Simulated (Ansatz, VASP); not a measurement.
## Ti in VASP and in Ansatz

```
CELL_PARAMETERS angstrom
-1.58694 1.58694 1.58694
1.58694 -1.58694 1.58694
1.58694 1.58694 -1.58694
ATOMIC_POSITIONS crystal
Ti 0.00000 0.00000 0.00000
```

Alike in both runs: functional LDA; k mesh 12 × 12 × 12; occupations fermi-dirac, width 0.15 eV; no spin polarisation.

Ansatz relaxed the structure, and its values are those at the end. VASP's run is a single point on that final structure, the one shown.

|  | VASP | Ansatz |
| --- | --- | --- |
| version | VASP 6.6.1 | Ansatz 0.2.0 |
| potentials or method | VASP PAW LDA potentials, release 64 (Ti_sv) | plane waves, PAW |
| plane-wave cutoff (eV) | 520 | 510 |
| valence electrons in the cell | 12 | 12 |

VASP gave:

```
pressure (GPa) : -0.2
```

Task: Estimate Ansatz's values.

Result: Pressure (GPa): 0.0.
